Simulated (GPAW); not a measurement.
Runs of GPAW 26.7.0 on CuO. It takes space group Pm-3m (No. 221, cubic). The conventional cell has a = 2.553 Å, b = 2.553 Å, c = 2.553 Å, α = 90.00°, β = 90.00°, γ = 90.00°. Cu (site symmetry m-3m) has 8 O at 2.21 Å as nearest neighbours. Around O (site symmetry m-3m) lie 8 Cu at 2.21 Å. Measurements of this composition are mostly on another form, of space group No. 15.

```tsv
level	potentials or basis	eigensolver	gap on the mesh (eV)	pressure (GPa)	relaxed volume (Å³/atom)
revPBE	the program's PAW data sets (release 1.2.1) made for this functional, pw	-	none	0.3	9.42
AM05	PAW data sets generated in the run's folder for this functional, pw	-	none	0.0	(b)
TPSS	GPAW PAW data sets (gpaw-data 1.2.1), pw	davidson	none	0.1	(a)
PW91	PAW data sets generated in the run's folder for this functional, pw	-	none	0.2	9.16
BLYP	PAW data sets generated in the run's folder for this functional, pw	davidson	none	0.0	9.61
LDA	the program's PAW data sets (release 1.2.1) made for this functional, pw	-	none	0.0	8.40
PBEsol	PAW data sets generated in the run's folder for this functional, pw	-	none	0.0	8.75
RPBE	the program's PAW data sets (release 1.2.1) made for this functional, pw	-	none	0.0	9.54
```

Alike in all rows: task relaxation of cell and atoms; no spin polarisation; cell relaxed; k mesh 10 × 10 × 10; cutoff (eV) 800; smearing fermi-dirac 0.05 eV.

Question: Estimate the missing entries.

Answer: (a) 8.86; (b) 8.74.

Caveats: with this Cu data set, volumes or pressures lay over 1.5 % or 2 GPa off other programs in two to four cells of ten; later steps reuse the first step's grids; an odd number of electrons without spin polarisation forces a metal; a magnetic or distorted state may lie lower; the run has no spin polarisation, though such a crystal can be magnetic; semilocal functionals often make such compounds metallic where correlation or magnetic order opens a gap, which also shifts bond lengths; the PAW data sets were made with another functional, which shifts forces and pressure a little (some runs).

A gap of «none» marks a metal or a gap under the smearing width.

Runs at the PBE level aren't shown here.
